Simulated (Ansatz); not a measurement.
## Nudged elastic band run: W18S35

input.yaml

```yaml
crystal:
  lattice:
    - [9.552669, 0.0, 0.0]
    - [-4.776334, 8.272854, 0.0]
    - [0.0, 0.0, 12.978282]
  atoms:
    - { symbol: W, position: [0.11525294, 0.21833261, 0.24695817] }
    - { symbol: W, position: [0.22214334, 0.11118572, 0.75128559] }
    - { symbol: S, position: [0.11115957, 0.2221592, 0.63017795] }
    - { symbol: S, position: [0.22235632, 0.11118364, 0.12338095] }
    - { symbol: S, position: [0.11098238, 0.22235615, 0.87206077] }
    - { symbol: W, position: [0.11101487, 0.55548814, 0.25162054] }
    - { symbol: W, position: [0.22217556, 0.44453317, 0.75102874] }
    - { symbol: S, position: [0.11113502, 0.55570039, 0.63001936] }
    - { symbol: S, position: [0.21952891, 0.44234034, 0.1288737] }
    - { symbol: S, position: [0.11097306, 0.55560831, 0.87192411] }
    - { symbol: S, position: [0.22278615, 0.43769646, 0.37007305] }
    - { symbol: W, position: [0.11521668, 0.89692069, 0.24698708] }
    - { symbol: W, position: [0.2221586, 0.77788571, 0.75103381] }
    - { symbol: S, position: [0.11117282, 0.88924272, 0.63016975] }
    - { symbol: S, position: [0.21950547, 0.77717464, 0.12889008] }
    - { symbol: S, position: [0.11098211, 0.88886718, 0.87207654] }
    - { symbol: S, position: [0.22278024, 0.78505114, 0.37006302] }
    - { symbol: W, position: [0.43669699, 0.21833512, 0.2469202] }
    - { symbol: W, position: [0.55542726, 0.11115344, 0.75101468] }
    - { symbol: S, position: [0.44408347, 0.22217925, 0.63015849] }
    - { symbol: S, position: [0.55641476, 0.11402653, 0.12884276] }
    - { symbol: S, position: [0.44446788, 0.22235468, 0.87205893] }
    - { symbol: S, position: [0.54845683, 0.11077332, 0.37006159] }
    - { symbol: W, position: [0.44314072, 0.55275018, 0.24922708] }
    - { symbol: W, position: [0.55543051, 0.44452271, 0.75102194] }
    - { symbol: S, position: [0.444347, 0.55559632, 0.63005198] }
    - { symbol: S, position: [0.55640707, 0.44239041, 0.12885463] }
    - { symbol: S, position: [0.44439686, 0.55570551, 0.87198606] }
    - { symbol: S, position: [0.54847978, 0.43770779, 0.37005156] }
    - { symbol: W, position: [0.44315548, 0.89042292, 0.24922194] }
    - { symbol: W, position: [0.5554711, 0.77785072, 0.75096994] }
    - { symbol: S, position: [0.44432509, 0.88897152, 0.63005924] }
    - { symbol: S, position: [0.55568988, 0.77785166, 0.12932624] }
    - { symbol: S, position: [0.44439301, 0.88892876, 0.87197539] }
    - { symbol: S, position: [0.55566235, 0.77784109, 0.36929826] }
    - { symbol: W, position: [0.77801907, 0.22250614, 0.25161187] }
    - { symbol: W, position: [0.88880335, 0.11115208, 0.75103671] }
    - { symbol: S, position: [0.77763583, 0.22217022, 0.63001643] }
    - { symbol: S, position: [0.89121074, 0.11401954, 0.12887758] }
    - { symbol: S, position: [0.77768923, 0.22232788, 0.87191901] }
    - { symbol: S, position: [0.89583863, 0.11078679, 0.37005809] }
    - { symbol: W, position: [0.77803156, 0.55552011, 0.25162058] }
    - { symbol: W, position: [0.88879992, 0.4445186, 0.75091371] }
    - { symbol: S, position: [0.77763649, 0.55570585, 0.63003272] }
    - { symbol: S, position: [0.88900633, 0.44449564, 0.13158895] }
    - { symbol: S, position: [0.77770777, 0.55561102, 0.87191651] }
    - { symbol: S, position: [0.88899821, 0.4444896, 0.37295542] }
    - { symbol: W, position: [0.78077771, 0.89040367, 0.24924205] }
    - { symbol: W, position: [0.88881178, 0.77790418, 0.75103387] }
    - { symbol: S, position: [0.77773452, 0.88899731, 0.63006259] }
    - { symbol: S, position: [0.89120443, 0.77719674, 0.12889472] }
    - { symbol: S, position: [0.77761128, 0.88892928, 0.87199291] }
    - { symbol: S, position: [0.89581784, 0.78504593, 0.37007916] }
basis:
  ecutwfc: 420.0
kpoints:
  mp_grid: { grid: [2, 2, 1] }
hamiltonian:
  xc: pbe
  dispersion: d3bj
  pseudopotentials: { kind: paw, azcp: { folder: soft_1 } }
scf:
  occupations: { method: gaussian, width: 0.05 }
  lower_state_search: "off"
  max_iter: 54
neb:
  images: 2
  f_tol: 0.05
  max_iterations: 50
  order_check: false
  final_atoms:
    - { symbol: W, position: [0.11502306, 0.21831027, 0.25329716] }
    - { symbol: W, position: [0.22222222, 0.11111111, 0.74890705] }
    - { symbol: S, position: [0.11106144, 0.22227189, 0.62813121] }
    - { symbol: S, position: [0.22222222, 0.11111111, 0.37678404] }
    - { symbol: S, position: [0.11124241, 0.22209091, 0.87002228] }
    - { symbol: W, position: [0.11091597, 0.555458, 0.24863006] }
    - { symbol: W, position: [0.2222596, 0.44444689, 0.7491638] }
    - { symbol: S, position: [0.11106814, 0.55553408, 0.62827008] }
    - { symbol: S, position: [0.2226474, 0.43766763, 0.13017954] }
    - { symbol: S, position: [0.11123234, 0.55561618, 0.87016589] }
    - { symbol: S, position: [0.21939739, 0.44230203, 0.37140573] }
    - { symbol: W, position: [0.11502304, 0.8967128, 0.25329716] }
    - { symbol: W, position: [0.22225959, 0.77781273, 0.7491638] }
    - { symbol: S, position: [0.11106143, 0.88878957, 0.62813121] }
    - { symbol: S, position: [0.22264739, 0.78497979, 0.13017954] }
    - { symbol: S, position: [0.1112424, 0.88915152, 0.87002228] }
    - { symbol: S, position: [0.21939739, 0.77709538, 0.37140573] }
    - { symbol: W, position: [0.43662053, 0.21831026, 0.25329716] }
    - { symbol: W, position: [0.5555206, 0.11107371, 0.7491638] }
    - { symbol: S, position: [0.44454376, 0.22227187, 0.62813121] }
    - { symbol: S, position: [0.54835354, 0.11068591, 0.13017954] }
    - { symbol: S, position: [0.44418181, 0.2220909, 0.87002228] }
    - { symbol: S, position: [0.55623795, 0.11393591, 0.37140573] }
    - { symbol: W, position: [0.4430034, 0.5526735, 0.25101933] }
    - { symbol: W, position: [0.5555206, 0.44444688, 0.7491638] }
    - { symbol: S, position: [0.44448432, 0.55563535, 0.62820661] }
    - { symbol: S, position: [0.54835353, 0.43766761, 0.13017954] }
    - { symbol: S, position: [0.44442928, 0.55552526, 0.87013605] }
    - { symbol: S, position: [0.55623794, 0.44230202, 0.37140573] }
    - { symbol: W, position: [0.4430034, 0.89032991, 0.25101933] }
    - { symbol: W, position: [0.55555553, 0.77777777, 0.74922305] }
    - { symbol: S, position: [0.44448432, 0.88884899, 0.62820661] }
    - { symbol: S, position: [0.55555553, 0.77777777, 0.13095029] }
    - { symbol: S, position: [0.44442928, 0.88890404, 0.87013605] }
    - { symbol: S, position: [0.55555553, 0.77777777, 0.37091163] }
    - { symbol: W, position: [0.77787533, 0.22241733, 0.24863006] }
    - { symbol: W, position: [0.88888643, 0.1110737, 0.7491638] }
    - { symbol: S, position: [0.77779924, 0.22226516, 0.62827008] }
    - { symbol: S, position: [0.89566569, 0.1106859, 0.13017954] }
    - { symbol: S, position: [0.77771714, 0.22210096, 0.87016589] }
    - { symbol: S, position: [0.89103128, 0.1139359, 0.37140573] }
    - { symbol: W, position: [0.77787532, 0.55545797, 0.24863006] }
    - { symbol: W, position: [0.88888886, 0.44444442, 0.74928464] }
    - { symbol: S, position: [0.77779923, 0.55553406, 0.62827008] }
    - { symbol: S, position: [0.88888886, 0.44444442, 0.12733296] }
    - { symbol: S, position: [0.77771714, 0.55561616, 0.87016589] }
    - { symbol: S, position: [0.88888886, 0.44444442, 0.36867167] }
    - { symbol: W, position: [0.7806598, 0.8903299, 0.25101933] }
    - { symbol: W, position: [0.88888642, 0.7778127, 0.7491638] }
    - { symbol: S, position: [0.77769795, 0.88884898, 0.62820661] }
    - { symbol: S, position: [0.89566568, 0.78497977, 0.13017954] }
    - { symbol: S, position: [0.77780804, 0.88890402, 0.87013605] }
    - { symbol: S, position: [0.89103127, 0.77709536, 0.37140573] }
```

Launched with:

```bash
$ ansatz run input.yaml --threads 8 --pin off --max-ram 20480MiB --backend cpu --events-out ev --progress --plain --runs-dir out
```

Output, in part (warnings, iteration lines):

```
NEB end point (image 0): max|allowed force component| = 6.874e-3 eV/Å (the criterion of neb.relax_end_points is 1.000e-2)
NEB end point (image 3): max|allowed force component| = 6.175e-3 eV/Å (the criterion of neb.relax_end_points is 1.000e-2)
NEB iter   1: max|band force component| = 1.725e1 eV/Å  barrier→ = 10.9360 eV  barrier← = 10.9360 eV  Δτ_max = 0.2000 Å  (80 SCF iters)
NEB iter   2: max|band force component| = 5.542e0 eV/Å  barrier→ = 4.2896 eV  barrier← = 4.2896 eV  Δτ_max = 0.0937 Å  (49 SCF iters)
NEB iter   3: max|band force component| = 2.283e0 eV/Å  barrier→ = 3.1937 eV  barrier← = 3.1937 eV  Δτ_max = 0.0616 Å  (30 SCF iters)
NEB iter   4: max|band force component| = 1.022e0 eV/Å  barrier→ = 2.9217 eV  barrier← = 2.9217 eV  CI = image 2  Δτ_max = 0.2000 Å  (30 SCF iters)
NEB iter   5: max|band force component| = 9.425e-1 eV/Å  barrier→ = 3.1418 eV  barrier← = 3.1418 eV  CI = image 2  Δτ_max = 0.2000 Å  (34 SCF iters)
NEB iter   6: max|band force component| = 8.908e-1 eV/Å  barrier→ = 3.3257 eV  barrier← = 3.3257 eV  CI = image 2  Δτ_max = 0.1993 Å  (41 SCF iters)
NEB iter   7: max|band force component| = 7.694e-1 eV/Å  barrier→ = 3.4297 eV  barrier← = 3.4297 eV  CI = image 2  Δτ_max = 0.0535 Å  (36 SCF iters)
NEB iter   8: max|band force component| = 2.834e-1 eV/Å  barrier→ = 3.4287 eV  barrier← = 3.4287 eV  CI = image 2  Δτ_max = 0.0210 Å  (27 SCF iters)
NEB iter   9: max|band force component| = 1.097e-1 eV/Å  barrier→ = 3.4280 eV  barrier← = 3.4281 eV  CI = image 2  Δτ_max = 0.0062 Å  (23 SCF iters)
NEB iter  10: max|band force component| = 4.341e-2 eV/Å  barrier→ = 3.4279 eV  barrier← = 3.4279 eV  CI = image 2  Δτ_max = 0.0000 Å  (18 SCF iters)
```

The run converged. Neighbouring images differ by up to 3.4 eV, so the band resolves the path poorly. The order of the stationary point at the top wasn't checked. So few images can step over the top or miss a turn of the path. Limits of this set-up: coarse k mesh.

Final band:

| image | path coordinate (Å) | energy (eV) |
| --- | --- | --- |
| 0 | 0.00 | 0.00 |
| 1 | 0.97 | 2.15 |
| 2 | 1.94 | 3.43 |
| 3 | 3.77 | 0.00 |

Run time: 15 min on 8 threads of Arm Neoverse N1, with other jobs on the host, peak memory 9.9 GiB.
